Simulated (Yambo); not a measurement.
# AlN (P6_3mc) in Yambo: notebook, part 2 of 3

Yambo 5.3.0.

## Step 4: G0W0 quasiparticle levels, PBEsol

g0w00.in reads:

```
gw0
dyson
el_el_corr
rim_cut
HF_and_locXC
ppa
em1d
RandQpts= 1000000
RandGvec= 50 RL
EXXRLvcs= 84 Ry
VXCRLvcs= 84 Ry
Chimod= "HARTREE"
% BndsRnXp
 1 | 158 |
%
NGsBlkXp= 12 Ry
% LongDrXp
 1 | 1 | 1 |
%
PPAPntXp= 27.21138 eV
% GbndRnge
 1 | 158 |
%
GTermKind= "BG"
DysSolver= "n"
ExtendOut
% QPkrange
 1 | 1 | 7 | 10 |
%
```

scf.in reads:

```
&CONTROL
  calculation = 'scf'
  prefix = 'pwscf'
  outdir = './tmp'
  pseudo_dir = './pseudo'
/
&SYSTEM
  ibrav = 0
  nat = 4
  ntyp = 2
  ecutwfc = 84
  nbnd = 14
  occupations = 'smearing'
  smearing = 'fd'
  degauss = 0.00367493
  force_symmorphic = .true.
/
&ELECTRONS
  conv_thr = 8d-10
  electron_maxstep = 120
  mixing_beta = 0.5
/
ATOMIC_SPECIES
Al    26.9815 Al.upf
N     14.0070 N.upf
CELL_PARAMETERS angstrom
   3.1130000000    0.0000000000    0.0000000000
  -1.5565000000    2.6959370820    0.0000000000
   0.0000000000    0.0000000000    4.9810000000
ATOMIC_POSITIONS crystal
Al     0.6666666667    0.3333333333    0.5000000000
Al     0.3333333333    0.6666666667    0.0000000000
N      0.6666666667    0.3333333333    0.8800000000
N      0.3333333333    0.6666666667    0.3800000000
K_POINTS automatic
12 12 6 0 0 0
```

nscf.in reads:

```
&CONTROL
  calculation = 'nscf'
  prefix = 'pwscf'
  outdir = './tmp'
  pseudo_dir = './pseudo'
/
&SYSTEM
  ibrav = 0
  nat = 4
  ntyp = 2
  ecutwfc = 84
  nbnd = 158
  occupations = 'fixed'
  force_symmorphic = .true.
/
&ELECTRONS
  conv_thr = 1d-08
  diago_full_acc = .true.
  diago_thr_init = 1d-06
/
ATOMIC_SPECIES
Al    26.9815 Al.upf
N     14.0070 N.upf
CELL_PARAMETERS angstrom
   3.1130000000    0.0000000000    0.0000000000
  -1.5565000000    2.6959370820    0.0000000000
   0.0000000000    0.0000000000    4.9810000000
ATOMIC_POSITIONS crystal
Al     0.6666666667    0.3333333333    0.5000000000
Al     0.3333333333    0.6666666667    0.0000000000
N      0.6666666667    0.3333333333    0.8800000000
N      0.3333333333    0.6666666667    0.3800000000
K_POINTS automatic
3 3 4 0 0 0
```

Potentials or basis: PseudoDojo 0.4.1 SR PBEsol standard.

Command:

```console
$ OMP_NUM_THREADS=1 pw.x -in scf.in > scf.out
$ OMP_NUM_THREADS=1 pw.x -in nscf.in > nscf.out
$ cd tmp/pwscf.save; p2y; mv SAVE ../..; cd ../..
$ OMP_NUM_THREADS=1 yambo
$ OMP_NUM_THREADS=1 yambo -F g0w00.in -J g0w00 -C g0w00_out
```

Yambo's report:

```text
[... sections 02.01 to 02.04 as in the set-up run ...]

  [02.05] Energies & Occupations
  ==============================

  [X] === General ===
  [X] Electronic Temperature                        :  0.000000  0.000000 [eV K]
  [X] Bosonic    Temperature                        :  0.000000  0.000000 [eV K]
  [X] Finite Temperature mode                       : no
  [X] El. density                                   :  0.38275E+24 [cm-3]
  [X] Fermi Level                                   :  7.010938 [eV]

  [X] === Gaps and Widths ===
  [X] Conduction Band Min                           :  4.136188 [eV]
  [X] Valence Band Max                              :  0.000000 [eV]
  [X] Filled Bands                                  :   8
  [X] Empty Bands                                   :    9  158
  [X] Direct Gap                                    :  4.136188 [eV]
  [X] Direct Gap localized at k                     :  1
  [X] Indirect Gap                                  :  4.136188 [eV]
  [X] Indirect Gap between kpts                     :  1  1
  [X] Last valence band width                       :  2.401431 [eV]
  [X] 1st conduction band width                     :  3.170477 [eV]

 [03] Transferred momenta grid and indexing
 ==========================================

 IBZ Q-points                                      :  10
 BZ  Q-points                                      :   36

 K/Q-points units:
 rlu = crystal or reduced units; cc = cartesian coordinates; iku = interal k-units

 Q [ 1]         [rlu]:  0.000000  0.000000  0.000000
 Q [ 2]         [rlu]:  0.000000  0.000000  0.250000
 Q [ 3]         [rlu]:  0.000000  0.000000 -0.500000
 Q [ 4]         [rlu]: -0.40821E-19  0.33333       0.0000
 Q [ 5]         [rlu]: -0.40821E-19  0.33333      0.25000
 Q [ 6]         [rlu]: -0.40821E-19  0.33333     -0.50000
 Q [ 7]         [rlu]:  0.333333  0.333333  0.000000
 Q [ 8]         [rlu]:  0.333333  0.333333  0.250000
 Q [ 9]         [rlu]:  0.333333  0.333333 -0.500000
 Q [10]         [rlu]:  0.40821E-19 -0.33333      0.25000

 [04] Coloumb potential Random Integration (RIM)
 ===============================================

  [04.01] RIM initialization
  ==========================

  * Diagonal components only detected *
[... 182 lines left out ...]
   :: Time ordering fails/rest    :  0.499954
   :: Mean rel dev of PP cond     :  0.326041
   Current Q-pt index             :   8
   :: PP condition fails/total    :  0.331115
   :: Time ordering fails/rest    :  0.500321
   :: Mean rel dev of PP cond     :  0.331120
   Current Q-pt index             :   9
   :: PP condition fails/total    :  0.325300
   :: Time ordering fails/rest    :  0.499803
   :: Mean rel dev of PP cond     :  0.325305
   Current Q-pt index             :  10
   :: PP condition fails/total    :  0.339305
   :: Time ordering fails/rest    :  0.499923
   :: Mean rel dev of PP cond     :  0.339309

  [08.02] QP properties and I/O
  =============================

  Legend (energies in eV)
  - B  : Band       - Eo  : bare energy
  - E  : QP energy  - Z   : Renormalization factor
  - So : Sc(Eo)     - S   : Sc(E)
  - dSp: Sc derivative precision

  - lXC: Local XC (Perdew, Burke & Ernzerhof SOL(X)+Perdew, Burke & Ernzerhof SOL(C))
  -nlXC: non-Local XC (Hartree-Fock)

  QP [eV] @ K [1] (iku):  0.000000  0.000000  0.000000
   B=7 Eo= -0.18 E= -1.20 E-Eo= -1.02 Re(Z)=0.79 Im(Z)=-0.118596E-2 nlXC= -21.0947 lXC= -16.8079 So=  2.99501
   B=8 Eo=  0.00 E= -0.95 E-Eo= -0.95 Re(Z)=0.79 Im(Z)=-0.116279E-2 nlXC= -20.8343 lXC= -16.9011 So=  2.73124
   B=9 Eo=  4.14 E=  4.73 E-Eo=  0.60 Re(Z)=0.82 Im(Z)=-0.104539E-2 nlXC= -7.94447 lXC= -12.6177 So= -3.94602
   B=10 Eo=  6.57 E=  7.25 E-Eo=  0.68 Re(Z)=0.83 Im(Z)=-0.108267E-2 nlXC= -5.67715 lXC= -10.9579 So= -4.45876

  [WR./g0w00//ndb.QP]-------------------------------------------------------------
   Lattice constants                                :  5.882717  5.094583  9.412726
   Coulomb cutoff potential                         : none
   Electronic Temperature                           :  0.000000 [K]
   Bosonic    Temperature                           :  0.000000 [K]
   Green`s function   energies                      : Perdew, Burke & Ernzerhof SOL(X)+Perdew, Burke & Ernzerhof SOL(C)
   wavefunctions                                    : Perdew, Burke & Ernzerhof SOL(X)+Perdew, Burke & Ernzerhof SOL(C)
   PPA    diel. fun.  energies                      : Perdew, Burke & Ernzerhof SOL(X)+Perdew, Burke & Ernzerhof SOL(C)
   wavefunctions                                    : Perdew, Burke & Ernzerhof SOL(X)+Perdew, Burke & Ernzerhof SOL(C)
   QP tot states                                    :   4
   GW solver                                        : Newton
   GW approximation                                 : PPA
   PPA imaginary Energy                             :  27.21138 ev
   RIM G`s                                          :   55
   RIM random pts                                   :  1000000
   dS/dw steps                                      :  2
   dS/dw step                                       :  0.100000 ev
   X G`s                                            :  221 used
   X G`s                                            :  221 disk
   X bands                                          :    1  158
   X poles                                          :  100.0000 o/o
   X e/h E range                                    : -1.000000 -1.000000 ev
   X Hxc Kernel                                     : HARTREE
   X BZ energy Double Grid                          : no
   X Optical Averaged directions                    : none
   Sc/G bands                                       :    1  158
   Sc/G damping                                     :  0.100000 ev
   Sc bands terminator                              : yes
   Sc terminator kind                               : BG
   Sc Terminator pole                               :  40.81708
   Sx RL components                                 :   3705

   QP @ state[ 1 ] K range                          :  1  1
   QP @ state[ 1 ] b range                          :   7  10
   GF energies kind                                 : Perdew, Burke & Ernzerhof SOL(X)+Perdew, Burke & Ernzerhof SOL(C)
   GF WF`s kind                                     : Perdew, Burke & Ernzerhof SOL(X)+Perdew, Burke & Ernzerhof SOL(C)
   Xs energies kind                                 : Perdew, Burke & Ernzerhof SOL(X)+Perdew, Burke & Ernzerhof SOL(C)
   Xs WF`s kind                                     : Perdew, Burke & Ernzerhof SOL(X)+Perdew, Burke & Ernzerhof SOL(C)
```

o-g0w00.qp:

```text
# GW solver                                       : Newton
# GW approximation                                : PPA
# PPA imaginary Energy                            :   27.2113800    [ev]
[... 33 lines left out ...]
        1                   9                 4.136188           4.731324           0.595136          -12.61772          -7.944471          -3.946018          -4.078113          -6.038891           0.818379          -0.001045          -12.38653           53.13931
        1                  10                 6.569469           7.248631           0.679162          -10.95787          -5.677147          -4.458758          -4.601559          -5.720587           0.826289          -0.001083          -14.25279           46.18127
#
```

Wall time 5.6 min (1 thread of Arm Neoverse V1, shared host); peak memory 0.55 GiB.

What came out:

* Band gap on the k mesh, mean-field level: 4.14 eV, direct
* Quasiparticle gap: 5.68 eV
* Least direct quasiparticle gap: 5.68 eV
* Quasiparticle gap at Γ: 5.68 eV
* Band gap of the same states before the correction: 4.14 eV

Quasiparticle terms (eV):
| k point | band | Kohn-Sham level | Vxc | Σx | Σc | Z | result |
| --- | --- | --- | --- | --- | --- | --- | --- |
| (0.000, 0.000, 0.000) | 7 | -0.18 | -16.81 | -21.09 | 3.00 | 0.79 | -1.20 |
| (0.000, 0.000, 0.000) | 8 | 0.00 | -16.90 | -20.83 | 2.73 | 0.79 | -0.95 |
| (0.000, 0.000, 0.000) | 9 | 4.14 | -12.62 | -7.94 | -3.95 | 0.82 | 4.73 |
| (0.000, 0.000, 0.000) | 10 | 6.57 | -10.96 | -5.68 | -4.46 | 0.83 | 7.25 |

Caveat: the k mesh is coarse (spacing up to 0.78 Å⁻¹), so the values aren't converged; this version prints the column dSc/dw multiplied by 27.2; the terminator is approximate in this version, by hundredths of an eV; an odd mesh through Γ misses points on the zone boundary, where band edges often lie.

## Step 5: Optical spectrum, PBEsol

optics1.in reads:

```
optics
chi
Chimod= "HARTREE"
% BndsRnXd
 1 | 33 |
%
NGsBlkXd= 3 Ry
% LongDrXd
 1 | 0 | 0 |
%
% QpntsRXd
 1 | 1 |
%
% EnRngeXd
 0 | 20 | eV
%
% DmRngeXd
 0.1 | 0.1 | eV
%
ETStpsXd= 200
```

scf.in is that of step 4.

nscf.in is that of step 4.

Potentials or basis: PseudoDojo 0.4.1 SR PBEsol standard.

Command:

```console
$ OMP_NUM_THREADS=1 pw.x -in scf.in > scf.out
$ OMP_NUM_THREADS=1 pw.x -in nscf.in > nscf.out
$ cd tmp/pwscf.save; p2y; mv SAVE ../..; cd ../..
$ OMP_NUM_THREADS=1 yambo
$ OMP_NUM_THREADS=1 yambo -F optics1.in -J optics1 -C optics1_out
```

Yambo's report:

```text
[... sections 02.01 to 02.04 as in the set-up run ...]

  [02.05] Energies & Occupations
  ==============================

  [X] === General ===
  [X] Electronic Temperature                        :  0.000000  0.000000 [eV K]
  [X] Bosonic    Temperature                        :  0.000000  0.000000 [eV K]
  [X] Finite Temperature mode                       : no
  [X] El. density                                   :  0.38275E+24 [cm-3]
  [X] Fermi Level                                   :  7.010938 [eV]

  [X] === Gaps and Widths ===
  [X] Conduction Band Min                           :  4.136188 [eV]
  [X] Valence Band Max                              :  0.000000 [eV]
  [X] Filled Bands                                  :   8
  [X] Empty Bands                                   :    9  158
  [X] Direct Gap                                    :  4.136188 [eV]
  [X] Direct Gap localized at k                     :  1
  [X] Indirect Gap                                  :  4.136188 [eV]
  [X] Indirect Gap between kpts                     :  1  1
  [X] Last valence band width                       :  2.401431 [eV]
  [X] 1st conduction band width                     :  3.170477 [eV]

 [03] Transferred momenta grid and indexing
 ==========================================

 IBZ Q-points                                      :  10
 BZ  Q-points                                      :   36

 K/Q-points units:
 rlu = crystal or reduced units; cc = cartesian coordinates; iku = interal k-units

 Q [ 1]         [rlu]:  0.000000  0.000000  0.000000
 Q [ 2]         [rlu]:  0.000000  0.000000  0.250000
 Q [ 3]         [rlu]:  0.000000  0.000000 -0.500000
 Q [ 4]         [rlu]: -0.40821E-19  0.33333       0.0000
 Q [ 5]         [rlu]: -0.40821E-19  0.33333      0.25000
 Q [ 6]         [rlu]: -0.40821E-19  0.33333     -0.50000
 Q [ 7]         [rlu]:  0.333333  0.333333  0.000000
 Q [ 8]         [rlu]:  0.333333  0.333333  0.250000
 Q [ 9]         [rlu]:  0.333333  0.333333 -0.500000
 Q [10]         [rlu]:  0.40821E-19 -0.33333      0.25000

 [WARNING] [Xd] User bands 1-33 break level degeneracy

 [04] Dipoles
 ============

  [04.01] Setup: observables and procedures
  =========================================

  [WARNING] [x,Vnl] slows the Dipoles computation. To neglect it rename the ns.kb_pp file
  [WF-Oscillators/G space/Transverse up loader] Normalization (few states)  min/max  :  0.28918E-16   1.0000

  [WR./optics1//ndb.dipoles]------------------------------------------------------
   Brillouin Zone Q/K grids (IBZ/BZ)                :   10   36   10   36
   RL vectors                                       :   4625 [WF]
   Fragmentation                                    : yes
   Electronic Temperature                           :  0.000000 [K]
   Bosonic    Temperature                           :  0.000000 [K]
   DIP band range                                   :    1   33
   DIP band range limits                            :   8   9
   DIP e/h energy range                             : -1.000000 -1.000000 [eV]
   RL vectors in the sum                            :   4625
   [r,Vnl] included                                 : yes
   Bands ordered                                    : yes
   Direct v evaluation                              : no
   Approach used                                    : G-space v
   Dipoles computed                                 : R V P [G-space]
   Wavefunctions                                    : Perdew, Burke & Ernzerhof SOL(X)+Perdew, Burke & Ernzerhof SOL(C)

  [WARNING] [r,Vnl^pseudo] included in position and velocity dipoles.

  [WARNING] In case H contains other non local terms, these are neglected

 [05] Optics
 ===========

 [X-CG] R(p) Tot o/o(of R):    913   7200    100
```

o-optics1.eps_q1_inv_rpa_dyson:

```text
# Absorption @ Q(1):   1.00000000      0.00000000      0.00000000    [q->0 direction]
#
# [ X ] Hartree size                              :   35
# [GEN] GF Energies                               : Perdew, Burke & Ernzerhof SOL(X)+Perdew, Burke & Ernzerhof SOL(C)
# [GEN] Green`s Function                          : T-ordered
#
# [GEN] Gauge                                     : Length
# [GEN] [r,Vnl] included                          : yes
#
#    E[1] [eV]          Im(eps)            Re(eps)            Im(eps_o)          Re(eps_o)
#
        0.000000           0.055661           5.421767           0.060200           5.729950
        0.100503           0.055699           5.422582           0.060239           5.730804
        0.201005           0.055813           5.425028           0.060357           5.733369
        0.301508           0.056005           5.429113           0.060555           5.737652
        0.402010           0.056275           5.434851           0.060833           5.743666
        0.502513           0.056625           5.442261           0.061194           5.751431
[... 192 lines left out ...]
        19.89950           0.865066          -0.546036           0.573385          -0.637868
        20.00000           0.578501          -0.693765           0.351502          -0.603746
#
```

It took 2.6 min on 1 thread of Arm Neoverse V1, shared host; peak memory 0.3 GiB.

Results:

```
Band gap on the k mesh, mean-field level                              : 4.14 eV, direct
Electronic dielectric constant along the field                        : 5.42
Electronic dielectric constant along the field, independent particles : 5.73
```

Dielectric function (along the field direction of the input):
| energy (eV) | real part | imaginary part |
| --- | --- | --- |
| 0.30 | 5.43 | 0.06 |
| 1.31 | 5.57 | 0.06 |
| 2.31 | 5.93 | 0.08 |
| 3.32 | 6.76 | 0.16 |
| 4.42 | 4.50 | 3.27 |
| 5.43 | 5.14 | 6.85 |
| 6.43 | 6.05 | 5.78 |
| 7.54 | -8.60 | 10.56 |
| 8.54 | -6.35 | 7.88 |
| 9.55 | -0.88 | 2.30 |
| 10.65 | 5.97 | 4.72 |
| 11.66 | 2.70 | 2.62 |
| 12.66 | 0.79 | 8.41 |
| 13.77 | -1.56 | 1.01 |
| 14.77 | -2.15 | 3.06 |
| 15.78 | -0.83 | 1.79 |
| 16.88 | -0.88 | 0.66 |
| 17.89 | -1.67 | 1.47 |
| 18.89 | -0.48 | 0.59 |
| 20.00 | -0.69 | 0.58 |

Caveat: the k mesh is coarse (spacing up to 0.78 Å⁻¹), so the values aren't converged; spectra need much finer meshes, so this one isn't converged; these spectra lack excitons; an odd mesh through Γ misses points on the zone boundary, where band edges often lie.

(Continued in part 3 of 3.)
